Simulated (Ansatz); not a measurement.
PbSe (Clausthalite):

```
Pb Se
1.0
     0.00000    3.06065    3.06065
     3.06065    0.00000    3.06065
     3.06065    3.06065    0.00000
Pb Se
1 1
Direct
  0.00000 0.00000 0.00000
  0.50000 0.50000 0.50000
```

Base run:

```yaml
Program: Ansatz 0.2.0
Functional: PBEsol
Potentials_or_basis: Ansatz PAW
Cutoff: "420 eV (not typed: the program's choice for these potentials)"
k_mesh: 8 × 8 × 8
Occupations: gaussian, width 0.05 eV
Spin: no spin polarisation
```

Its results: band gap on the k mesh 0.20 eV, direct; pressure -0.5 GPa.

Question: After a change of settings the same cell gave: band gap on the k mesh 0.29 eV, direct; pressure 2.4 GPa. Which change was it?
A. functional from PBEsol to revPBE; occupations from gaussian, width 0.05 eV to fermi-dirac, width 0.05 eV
B. functional from PBEsol to RPBE; occupations from gaussian, width 0.05 eV to fermi-dirac, width 0.05 eV
C. functional from PBEsol to LDA; occupations from gaussian, width 0.05 eV to fermi-dirac, width 0.05 eV
D. functional from PBEsol to PBE

Answer: D.

PBE binds less tightly than PBEsol, so the same cell stands under more pressure.

Caveats: spin-orbit coupling is left out, which as a rule narrows the gap of such compounds by several tenths of an eV; the PAW data sets come from PBE, with cores solved anew for the run's functional, which leaves a small shift of forces and pressure (some runs).
